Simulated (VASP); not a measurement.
Wanted: the native input for a VASP 6.6.1 run.

- Task: single point
- Functional: PBEsol
- Potentials or basis: VASP PAW PBE potentials, release 64 (Ag)
- Cutoff: 520 eV
- k mesh: 9 × 9 × 4
- Occupations: gaussian, width 0.1 eV
- Spin: no spin polarisation
- Dipole correction: no
- Further INCAR settings: ALGO = Normal; EDIFF = 1e-07; NBANDS = 18

The structure of Ag lies in POSCAR:

```
Ag
1.0
    2.9300000000      0.0000000000      0.0000000000
   -1.4650000000      2.5374544331      0.0000000000
    0.0000000000      0.0000000000      4.7900000000
Ag
2
Direct
    0.3333333333      0.6666666667      0.2500000000
    0.6666666667      0.3333333333      0.7500000000
```

This isn't the form of Ag at room conditions, which is fcc.

These files were run (other wordings do the same):

INCAR

```
PREC     = Accurate       # precision mode
ENCUT    = 520            # plane-wave cutoff, eV
EDIFF    = 1E-7           # SCF threshold, eV
ISMEAR   = 0              # smearing method
SIGMA    = 0.1            # smearing width, eV
LREAL    = False          # projectors in reciprocal space
LASPH    = True           # aspherical terms in the spheres
NELM     = 100            # most SCF steps
ALGO     = Normal         # electronic algorithm
ISIF     = 2              # what is computed and relaxed
LWAVE    = False          # write WAVECAR
LCHARG   = True           # write CHGCAR
GGA      = PS             # functional
LELF     = True           # ELF
LVHAR    = True         
NBANDS   = 18             # bands
```

KPOINTS

```
regular mesh
0
Gamma
  9 9 4
```

Potentials or basis: VASP PAW PBE potentials, release 64 (Ag).

Run with:

```bash
$ cat potpaw_PBE.64/Ag/POTCAR > POTCAR
$ mpirun -np 1 vasp_std > vasp.out
```

Results of the run:

```yaml
Pressure: -6.5 GPa
Band_gap_on_the_k_mesh: none (metal or under the smearing width)
```

Caveat: the PAW data sets were made with another functional, which shifts forces and pressure a little.

Run time: 9.4 s on 1 thread of Intel(R) Xeon(R) Platinum 8488C (Sapphire Rapids), with other jobs on the host, peak memory 0.16 GiB.
